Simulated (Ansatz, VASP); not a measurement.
**Ge: VASP beside Ansatz**

The input INCAR:

```
ALGO = Normal ; EDIFF = 1E-7
ENCUT = 520 ; GGA = PE
ISIF = 2 ; ISMEAR = -1
LASPH = T ; LCHARG = F
LREAL = F ; LWAVE = F
NBANDS = 21 ; NELM = 100
PREC = Accurate ; SIGMA = 0.05
```

Contents of KPOINTS:

```
k-points
0
Gamma
  11 11 11
```

POSCAR

```
Ge
1.0
   -2.5287425297      2.6857467767      1.4558563658
    2.5287425297     -2.6857467767      1.4558563658
    2.5287425297      2.6857467767     -1.4558563658
Ge
2
Direct
    0.3140570000      0.0640570000      0.2500000000
    0.6859430000      0.9359430000      0.7500000000
```

File input.yaml:

```yaml
crystal:
  lattice:
    - [-2.5287425297, 2.6857467767, 1.4558563658]
    - [2.5287425297, -2.6857467767, 1.4558563658]
    - [2.5287425297, 2.6857467767, -1.4558563658]
  atoms:
    - { symbol: Ge, position: [0.314057, 0.064057, 0.25] }
    - { symbol: Ge, position: [0.685943, 0.935943, 0.75] }
hamiltonian:
  xc: pbe
  pseudopotentials: { kind: paw }
kpoints:
  mp_grid: { grid: [11, 11, 11] }
scf:
  occupations: { method: fermi_dirac, width: 0.05 }
output:
  forces: true
  stress: true
  eigenvalues: true
```

Change from the starting cell: volume scaled by 1.04.

Alike in both runs: task single point; functional PBE; k mesh 11 × 11 × 11; occupations fermi-dirac, width 0.05 eV; no spin polarisation.

```csv
,VASP,Ansatz
version,VASP 6.6.1,Ansatz 0.2.0
potentials or method,"VASP PAW PBE potentials, release 64 (Ge_d)",Ansatz PAW
plane-wave cutoff (eV),520,420
valence electrons in the cell,28,28
```

VASP gave:

```
gap on the k mesh at the Fermi level (eV)       : none
pressure (GPa)                                  : -1.4
largest component of the traceless stress (GPa) : 1.04
rms of the force components (eV/Å)              : 0.035
```

What did Ansatz give for the same quantities?

gap on the k mesh at the Fermi level (eV): none; pressure (GPa): -1.5; largest component of the traceless stress (GPa): 1.04; rms of the force components (eV/Å): 0.035.

Atom by atom the forces differ by 0.000 eV/Å (rms over components). A gap of «none» marks a metal or a gap that the smearing closes. The functional is the same, so the differences come from potentials, cutoffs and numerics.
